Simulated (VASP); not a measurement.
Here is a VASP 6.6.1 calculation.

File INCAR:

```
PREC     = Accurate       # precision mode
ENCUT    = 600            # plane-wave cutoff, eV
EDIFF    = 1E-7           # SCF threshold, eV
ISMEAR   = -1             # smearing method
SIGMA    = 0.05           # smearing width, eV
LREAL    = F              # projectors in reciprocal space
LASPH    = T              # aspherical terms in the spheres
NELM     = 100            # most SCF steps
ALGO     = Fast           # electronic algorithm
ISIF     = 3              # what is computed and relaxed
LWAVE    = F              # write WAVECAR
LCHARG   = F              # write CHGCAR
GGA      = PE             # functional
IVDW     = 13             # dispersion correction
IBRION   = 2              # ionic algorithm
NSW      = 40             # ionic steps
EDIFFG   = -0.005         # ionic threshold
```

KPOINTS

```
Automatic mesh
0
Gamma
  10 10 5
```

File POSCAR:

```
TaN
1.0
    2.9217699809      0.0000000000      0.0000000000
   -1.4608849905      2.5303270275      0.0000000000
    0.0000000000      0.0000000000      5.9165150000
Ta N
2 2
Direct
    0.0000000000      0.0000000000      0.5000000000
    0.0000000000      0.0000000000      0.0000000000
    0.3333333333      0.6666666667      0.2500000000
    0.6666666667      0.3333333333      0.7500000000
```

Potentials or basis: VASP PAW PBE potentials, release 64 (Ta_pv, N).

Launch:

```bash
$ cat potpaw_PBE.64/Ta_pv/POTCAR potpaw_PBE.64/N/POTCAR > POTCAR
$ mpirun -np 1 vasp_std > vasp.out
```

Q: What does it give for the space group after relaxing (to 0.05 Å)?

A: P6_3/mmc (No. 194).

Q: Estimate the dispersion energy per atom.

A: -0.311 eV.

The path:
| step | energy change (eV) | largest force (eV/Å) | pressure (GPa) | volume (Å³) |
| --- | --- | --- | --- | --- |
| 1 | 0.0000 | 0.0000 | -5.17 | 43.74 |
| 2 | 0.0492 | 0.0000 | 13.15 | 41.54 |
| 3 | -0.0112 | 0.0000 | -0.06 | 43.07 |
| 4 | -0.0112 | 0.0000 | 0.04 | 43.05 |
| 5 | -0.0112 | 0.0000 | 0.05 | 43.05 |
| 6 | -0.0112 | 0.0000 | 0.04 | 43.05 |

Caveat: pairwise dispersion overbinds metals, which lowers pressure and volume. Spin-orbit coupling is left out, which matters for the levels of Ta.
